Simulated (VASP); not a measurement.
# FeO (Wuestite) (Fm-3m) in VASP: settings compared

Aim: see how the results for FeO (Wuestite) move with the level of theory and the settings. Levels: PBE+TS, PBE+TS-HI. Tasks: relaxation of cell and atoms.

Everything below comes from runs of VASP 6.6.1. Logs are shortened: lines on timing, memory, paths and dates and some standing lists are left out, and cuts for length are marked.

**1. The crystal as given**

The structure is cubic, space group Fm-3m (No. 225). Conventional cell: a = 4.311 Å, b = 4.311 Å, c = 4.311 Å, α = 90.00°, β = 90.00°, γ = 90.00°. Fe (site symmetry m-3m) has 6 O at 2.16 Å as nearest neighbours. O (site symmetry m-3m) is surrounded by 6 Fe at 2.16 Å.

**2. Relaxation of cell and atoms, PBE+TS, collinear spin, ferromagnetic start**

INCAR

```
  ALGO = Fast
  EDIFF = 1E-6
  EDIFFG = -0.005
  ENCUT = 600
  GGA = PE
  IBRION = 2
  ISIF = 3
  ISMEAR = -1
  ISPIN = 2
  IVDW = 2
  LASPH = True
  LCHARG = False
  LMAXMIX = 4
  LORBIT = 11
  LREAL = False
  LWAVE = False
  MAGMOM = 3 0
  NELM = 120
  NSW = 40
  PREC = Accurate
  SIGMA = 0.05
```

KPOINTS

```
k-points
0
Gamma
  8 8 8
```

POSCAR

```
FeO
1.0
    0.0000000000      2.1554000000      2.1554000000
    2.1554000000      0.0000000000      2.1554000000
    2.1554000000      2.1554000000      0.0000000000
Fe O
1 1
Direct
    0.0000000000      0.0000000000      0.0000000000
    0.5000000000      0.5000000000      0.5000000000
```

Potentials or basis: VASP PAW PBE potentials, release 64 (Fe, O).

The run is started by

```
$ cat potpaw_PBE.64/Fe/POTCAR potpaw_PBE.64/O/POTCAR > POTCAR
$ mpirun -np 1 vasp_std > vasp.out
```

OUTCAR:

```text
EDIFF = 1E-6
   EDIFFG = -0.005
   ENCUT = 600
   GGA = PE
   IBRION = 2
   ISIF = 3
   ISMEAR = -1
   ISPIN = 2
   IVDW = 2
   LASPH = True
   LORBIT = 11
   LREAL = False
   NELM = 120
   NSW = 40
   PREC = Accurate
  IVDW =   2

 ion  position               nearest neighbor table
   1  0.000  0.000  0.000-   2 2.16   2 2.16   2 2.16   2 2.16   2 2.16   2 2.16
   2  0.500  0.500  0.500-   1 2.16   1 2.16   1 2.16   1 2.16   1 2.16   1 2.16

  LATTYP: Found a face centered cubic cell.
 ALAT       =     4.3108000000

  Lattice vectors:

 A1 = (   0.0000000000,   2.1554000000,   2.1554000000)
 A2 = (   2.1554000000,   0.0000000000,   2.1554000000)
 A3 = (   2.1554000000,   2.1554000000,   0.0000000000)

Analysis of symmetry for initial positions (statically):
=====================================================================
 Subroutine PRICEL returns:
 Original cell was already a primitive cell.

 Routine SETGRP: Setting up the symmetry group for a
 face centered cubic supercell.

 Subroutine GETGRP returns: Found 48 space group operations
 (whereof 48 operations were pure point group operations)
 out of a pool of 48 trial point group operations.

The static configuration has the point symmetry O_h .

Analysis of symmetry for dynamics (positions and initial velocities):
=====================================================================
 Subroutine PRICEL returns:
 Original cell was already a primitive cell.

 Routine SETGRP: Setting up the symmetry group for a
 face centered cubic supercell.

 Subroutine GETGRP returns: Found 48 space group operations
 (whereof 48 operations were pure point group operations)
 out of a pool of 48 trial point group operations.

The dynamic configuration has the point symmetry O_h .

Analysis of structural, dynamic, and magnetic symmetry:
=====================================================================
 Subroutine PRICEL returns:
 Original cell was already a primitive cell.

 Routine SETGRP: Setting up the symmetry group for a
 face centered cubic supercell.

 Subroutine GETGRP returns: Found 48 space group operations
 (whereof 48 operations were pure point group operations)
 out of a pool of 48 trial point group operations.

The overall configuration has the point symmetry O_h .

 Subroutine INISYM returns: Found 48 space group operations
 (whereof 48 operations are pure point group operations),
 and found     1 'primitive' translations

----------------------------------------------------------------------------------------

                                     Primitive cell

  volume of cell :      20.0269

  direct lattice vectors                    reciprocal lattice vectors
     0.000000000  2.155400000  2.155400000    -0.231975503  0.231975503  0.231975503
     2.155400000  0.000000000  2.155400000     0.231975503 -0.231975503  0.231975503
     2.155400000  2.155400000  0.000000000     0.231975503  0.231975503 -0.231975503

  length of vectors
     3.048195912  3.048195912  3.048195912     0.401793358  0.401793358  0.401793358

  position of ions in fractional coordinates (direct lattice)
     0.000000000  0.000000000  0.000000000
     0.500000000  0.500000000  0.500000000

  ion indices of the primitive-cell ions
   primitive index   ion index
                 1           1
                 2           2

----------------------------------------------------------------------------------------

 KPOINTS: k-points

Automatic generation of k-mesh.
 Grid dimensions read from file:
 generate k-points for:    8    8    8

 Generating k-lattice:

  Cartesian coordinates                     Fractional coordinates (reciprocal lattice)
    -0.028996938  0.028996938  0.028996938     0.125000000  0.000000000  0.000000000
     0.028996938 -0.028996938  0.028996938     0.000000000  0.125000000  0.000000000
     0.028996938  0.028996938 -0.028996938     0.000000000  0.000000000  0.125000000

  Length of vectors
     0.050224170  0.050224170  0.050224170

  Shift w.r.t. Gamma in fractional coordinates (k-lattice)
     0.000000000  0.000000000  0.000000000

 Subroutine IBZKPT returns following result:
 ===========================================

 Found     29 irreducible k-points:

 Following reciprocal coordinates:
            Coordinates               Weight
  0.000000  0.000000  0.000000      1.000000
  0.125000  0.000000  0.000000      8.000000
  0.250000  0.000000  0.000000      8.000000
  0.375000  0.000000  0.000000      8.000000
  0.500000  0.000000  0.000000      4.000000
  0.125000  0.125000  0.000000      6.000000
[... 16 lines left out ...]
  0.500000  0.250000  0.125000     48.000000
 -0.375000  0.250000  0.125000     24.000000
 [... further k-points ...]
   k-points           NKPTS =     29   k-points in BZ     NKDIM =     29   number of bands    NBANDS=     13
   number of dos      NEDOS =    301   number of ions     NIONS =      2
   total plane-waves  NPLWV =  13824
   dimension x,y,z NGX =    24 NGY =   24 NGZ =   24
   dimension x,y,z NGXF=    48 NGYF=   48 NGZF=   48
   ions per type =               1   1
   NGX,Y,Z   is equivalent  to a cutoff of  13.09, 13.09, 13.09 a.u.
   NGXF,Y,Z  is equivalent  to a cutoff of  26.18, 26.18, 26.18 a.u.
 SYSTEM =  unknown system
   PREC   = accura    normal or accurate (medium, high low for compatibility)
   ISTART =      0    job   : 0-new  1-cont  2-samecut
   ICHARG =      2    charge: 1-file 2-atom 10-const
   ISPIN  =      2    spin polarized calculation?
   LNONCOLLINEAR =      F non collinear calculations
   LSORBIT =      F    spin-orbit coupling
   LASPH  =      T    aspherical Exc in radial PAW
   ENCUT  =  600.0 eV  44.10 Ry    6.64 a.u.   6.09  6.09  6.09*2*pi/ulx,y,z
   NELM   =    120;   NELMIN=  2; NELMDL= -5     # of ELM steps
   EDIFF  = 0.1E-05   stopping-criterion for ELM
   LREAL  =      F    real-space projection
   EDIFFG = -.5E-02   stopping-criterion for IOM
   NSW    =     40    number of steps for IOM
   IBRION =      2    ionic relax: 0-MD 1-quasi-New 2-CG
   NFREE  =      1    steps in history (QN), initial steepest desc. (CG)
   ISIF   =      3    stress and relaxation
   ISYM   =      2    0-nonsym 1-usesym 2-fastsym
   POTIM  = 0.5000    time-step for ionic-motion
   TEBEG  =    0.0;   TEEND  =   0.0 temperature during run
   PSTRESS=    0.0 pullay stress
   NELECT =      14.0000    total number of electrons
   NUPDOWN=      -1.0000    fix difference up-down
   EMIN   =  10.00;   EMAX   =-10.00  energy-range for DOS
   EFERMI =   0.00;   METHOD = LEGACY
   ISMEAR =    -1;   SIGMA  =   0.05  broadening in eV -4-tet -1-fermi 0-gaus
   EFERMI_NEDOS =   21; number of points for ismear=-14 and -15
   IALGO  =     68    algorithm
   IMIX   =      4    mixing-type and parameters
     AMIX     =   0.40;   BMIX     =  1.00
     AMIX_MAG =   1.60;   BMIX_MAG =  1.00
  volume/ion in A,a.u.               =      10.01        67.57
  Fermi-wavevector in a.u.,A,eV,Ry     =   1.452935  2.745650 28.722187  2.111021
  Thomas-Fermi vector in A             =   2.570260
   LORBIT       =     11    0 simple, 1 ext, 2 COOP (PROOUT), +10 PAW based schemes
   GGA     = PE    functional components
   LHFCALC =     F    Hartree Fock is set to
   AEXX    =    0.0000 exact exchange contribution
   IVDW    =     2    specifies the selected vdW correction
   LEPSILON=     F    determine dielectric tensor
   LRPA    =     F    only Hartree local field effects (RPA)
 conjugate gradient relaxation of ions
 spin polarized calculation
 RMM-DIIS sequential band-by-band and
  energy-cutoff  :      600.00
  volume of cell :       20.03
 maximum number of plane-waves:       692
   NGX = 13   NGY = 13   NGZ = 13

--------------------------------------- Ionic step        1  -------------------------------------------

 number of electron      13.9999999 magnetization       4.0005175

 Free energy of the ion-electron system (eV)
  ---------------------------------------------------
  ext. energy  EPLUGINS =         0.00000000
  ---------------------------------------------------
  free energy    TOTEN  =       -14.93672471 eV

  energy without entropy =      -14.92311902  energy(sigma->0) =      -14.92992186

------------------------ aborting loop because EDIFF is reached ----------------------------------------

  Tkatchenko/Scheffler method for vdW energy calculation

  Number of pair interactions contributing to vdW energy:   78524
[... 75 lines left out ...]
--------------------------------------- Ionic step        3  -------------------------------------------

 number of electron      13.9999997 magnetization       3.9995504

 Free energy of the ion-electron system (eV)
  ---------------------------------------------------
  ext. energy  EPLUGINS =         0.00000000
  ---------------------------------------------------
  free energy    TOTEN  =       -14.92746742 eV

  energy without entropy =      -14.91431385  energy(sigma->0) =      -14.92089063

 E-fermi :   6.5318     XC(G=0): -12.3262

 val. band max:        6.5315057419   @ k =  -0.2500   0.3750   0.1250
 cond. band min:       6.5819562298   @ k =   0.2500   0.1250   0.0000
 fundamental gap:      0.0504504879
 Fermi energy:         6.5318269716

 spin component 1

 k-point     1 :       0.0000    0.0000    0.0000
  band No.  band energies     occupation
      1     -14.4418      1.00000
      2       2.6205      1.00000
      3       2.6205      1.00000
      4       2.6205      1.00000
      5       2.6222      1.00000
      6       2.6222      1.00000
      7       2.6222      1.00000
      8       2.8429      1.00000
      9       2.8429      1.00000
     10       6.7798      0.00697
     11      22.0934      0.00000
     12      23.8069      0.00000
     13      23.8069      0.00000
[... 356 lines left out ...]
      2      -1.7269      1.00000
      3      -0.3485      1.00000
      4      -0.0814      1.00000
      5       3.2878      1.00000
      6       3.4702      1.00000
      7       3.9339      1.00000
      8       4.9410      1.00000
      9       5.6809      1.00000
     10      12.9307      0.00000
     11      14.8242      0.00000
     12      16.9073      0.00000
     13      19.8780      0.00000

 [... further k-points ...]

 spin component 2

 k-point     1 :       0.0000    0.0000    0.0000
  band No.  band energies     occupation
      1     -13.8984      1.00000
      2       3.1939      1.00000
      3       3.1939      1.00000
      4       3.1939      1.00000
      5       5.7500      1.00000
      6       5.7502      1.00000
      7       5.7503      1.00000
      8       6.7052      0.03022
      9       6.7056      0.03004
     10       7.5899      0.00000
     11      22.0547      0.00000
     12      24.7173      0.00000
     13      24.7173      0.00000
[... 369 lines left out ...]
 [... further k-points ...]

------------------------ aborting loop because EDIFF is reached ----------------------------------------

  Hirshfeld charges:
            ion         q(e)
   ------------------------------
      1     Fe       0.36850353
      2     O       -0.36850353

  Tkatchenko/Scheffler method for vdW energy calculation

  Number of pair interactions contributing to vdW energy:   80756

  Edisp (eV):   -0.64600
[... 25 lines left out ...]
  FREE ENERGIE OF THE ION-ELECTRON SYSTEM (eV)
  ---------------------------------------------------
  free  energy   TOTEN  =       -15.5734678310 eV

  energy  without entropy=      -15.5603142633  energy(sigma->0) =      -15.56689105

 reached required accuracy - stopping structural energy minimisation

 total charge

# of ion       s       p       d       tot
------------------------------------------
    1        0.296   0.379   6.108   6.782
    2        1.553   3.456   0.000   5.009
--------------------------------------------------
tot          1.848   3.834   6.108  11.790

 magnetization (x)

# of ion       s       p       d       tot
------------------------------------------
    1        0.027   0.022   3.565   3.614
    2        0.031   0.276   0.000   0.307
--------------------------------------------------
tot          0.058   0.298   3.565   3.921
```

Wall time 92 s (1 thread of Intel Xeon Platinum 8175M at 2.50GHz (Skylake/Cascade Lake), shared host); peak memory 0.16 GiB.

What came out:

```yaml
Free_energy: -15.5735 eV
Relaxed_volume: 9.72 Å³/atom
Relaxed_cell: a = 3.018 Å, b = 3.018 Å, c = 3.018 Å, α = 60.00°, β = 60.00°, γ = 60.00°
Space_group_after_relaxing_to_0.05_Å: Fm-3m (No. 225)
Energy_gained_by_relaxing: 5.3 meV/atom
Ionic_steps: 3
Pressure_after_relaxing: -0.1 GPa
Band_gap_on_the_k_mesh: none (metal or under the smearing width)
Net_moment: 4.00 μB per cell
Site_moments: Fe +3.61; O +0.31 μB
Valence_electrons_inside_the_program's_atomic_spheres: Fe 6.78; O 5.01
Hirshfeld_charges: Fe +0.37; O -0.37 e
Dispersion_energy_per_atom: -0.323 eV
```

The path:
```tsv
step	energy change (eV)	largest force (eV/Å)	pressure (GPa)	volume (Å³)
1	0.0000	0.0000	-5.64	20.03
2	-0.0047	0.0000	4.30	19.02
3	-0.0106	0.0000	-0.06	19.45
```

Final structure:
```cif
data_structure
_symmetry_space_group_name_H-M 'P 1'
_symmetry_Int_Tables_number 1
_cell_length_a 3.0185
_cell_length_b 3.0185
_cell_length_c 3.0185
_cell_angle_alpha 60.000
_cell_angle_beta 60.000
_cell_angle_gamma 60.000
_cell_volume 19.45
loop_
_atom_site_label
_atom_site_type_symbol
_atom_site_fract_x
_atom_site_fract_y
_atom_site_fract_z
_atom_site_occupancy
Fe1 Fe 0.00000 0.00000 0.00000 1
O1 O 0.50000 0.50000 0.50000 1
```

Levels at points of the mesh, in eV from the Fermi level:
Spin up:
| k point | band 7 | band 8 | band 9 | band 10 | band 11 | band 12 |
| --- | --- | --- | --- | --- | --- | --- |
| (0.00, 0.00, 0.00) | -3.91 | -3.69 | -3.69 | 0.25 | 15.56 | 17.28 |
| (0.50, 0.00, 0.00) | -2.47 | -0.25 | -0.25 | 4.16 | 8.75 | 12.76 |
| (0.50, 0.50, 0.00) | -2.77 | -2.77 | -2.74 | 5.50 | 8.93 | 10.92 |
Spin down:
| k point | band 3 | band 4 | band 5 | band 6 | band 7 | band 8 |
| --- | --- | --- | --- | --- | --- | --- |
| (0.00, 0.00, 0.00) | -3.34 | -3.34 | -0.78 | -0.78 | -0.78 | 0.17 |
| (0.50, 0.00, 0.00) | -5.32 | -5.32 | 0.40 | 0.40 | 0.62 | 2.89 |
| (0.50, 0.50, 0.00) | -4.55 | -4.55 | -2.23 | 0.74 | 0.76 | 0.76 |

Caveat: atom-pairwise D2, TS and ULG terms overbind metals; a cell with one magnetic atom can't hold antiferromagnetic order, which such compounds often take; semilocal functionals often make such compounds metallic where correlation or magnetic order opens a gap, which also shifts bond lengths; pairwise dispersion overbinds metals, which lowers pressure and volume.

(Continued in part 2 of 2.)
